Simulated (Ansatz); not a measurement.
### Question
ZrO$_{2}$ in space group P2_1/c (No. 14; Zr on 4e, O on 4e, O on 4e) is relaxed with PBE (plane waves, PAW; program Ansatz). What lattice parameters of the conventional cell result?

### Answer
a = 5.189 Å, b = 5.242 Å, c = 5.379 Å, β = 99.7°.

### Question
Give the free coordinates with the occupied sites.

### Answer
In one choice of origin and axes:

```json
[
 {"atom": "Zr", "site": "4e", "symmetry": "1", "x": "0.2757", "y": "0.0439", "z": "0.2102"},
 {"atom": "O", "site": "4e", "symmetry": "1", "x": "0.0649", "y": "0.3262", "z": "0.3502"},
 {"atom": "O", "site": "4e", "symmetry": "1", "x": "0.5489", "y": "0.2567", "z": "0.0247"}
]
```

### Question
Is it a metal or does it have a gap at this level?

### Answer
A gap of 3.66 eV, indirect.

The PBE relaxation kept the symmetry of its start. No spin polarisation was allowed. Scalar-relativistic: spin–orbit coupling is off unless named, which matters more the heavier the elements.

Potentials: the earlier of the program's two PAW sets.
